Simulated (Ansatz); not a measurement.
MnSb: strain and displacement

```xyz
2
Lattice="0.0000 3.0901 3.0901 3.0901 0.0000 3.0901 3.0901 3.0901 0.0000" Properties=species:S:1:pos:R:3 pbc="T T T"
Mn    0.0000    0.0000    0.0000
Sb    1.5450    1.5450    1.5450
```

Atom numbers follow the list: Mn1, Sb2.

The cell was built from the zincblende type and relaxed in the same program, and has space group F-43m; it needn't be a known or the stable phase.

Other magnetic orders may lie lower; this is the state that the run reached.

Spin–orbit coupling is left out, though it moves levels of the heavy atoms by tenths of an eV or more.

Method: Ansatz 0.2.0, DFT, PBE, all-electron LAPW, scalar-relativistic.

The runs use a Γ-centred 10×10×10 k mesh, Fermi–Dirac smearing of 0.03 eV, basis error target 0.5 meV/atom, spin-polarised from start moments Mn1 4 μB.

The unchanged cell is at -0.01 GPa.

In a metal, stresses and small energies carry noise from the k mesh.

x, y and z are the Cartesian axes of the cell as listed; fractional coordinates follow a strain, and an engineering shear is twice the off-diagonal strain component.

With z strained by -2 % at fixed volume: energy change under 1 meV/atom; stress change (xx, yy, zz, yz, xz, xy) -0.01, -0.01, -0.05, 0.00, 0.00, 0.00 GPa, compression positive; moment 4.00 → 4.00 μB.

With this change (equal xy, yz and zx engineering shear strains of -1 %), what becomes of the energy and stress and forces and moment?

Energy change under 1 meV/atom; stress change (xx, yy, zz, yz, xz, xy) 0.02, 0.02, 0.02, 0.34, 0.34, 0.34 GPa, compression positive; change of the force on Sb2 (0.083, 0.083, 0.083) eV/Å; moment 4.00 → 4.00 μB.

With atom 2 (Sb) moved by (0.2000, 0.0000, 0.0000) Å: energy change +52 meV/atom; stress change (xx, yy, zz, yz, xz, xy) -0.15, 1.16, 1.16, -4.40, 0.00, 0.00 GPa, compression positive; change of the force on Sb2 (-1.030, 0.000, 0.000) eV/Å; moment 4.00 → 4.00 μB.

What force constant does this one finite step give for Sb2 along its displacement (all its periodic images move with it)?

k = −ΔF·u/|u|² = 5.15 eV/Å², so the force pulls the atom back.
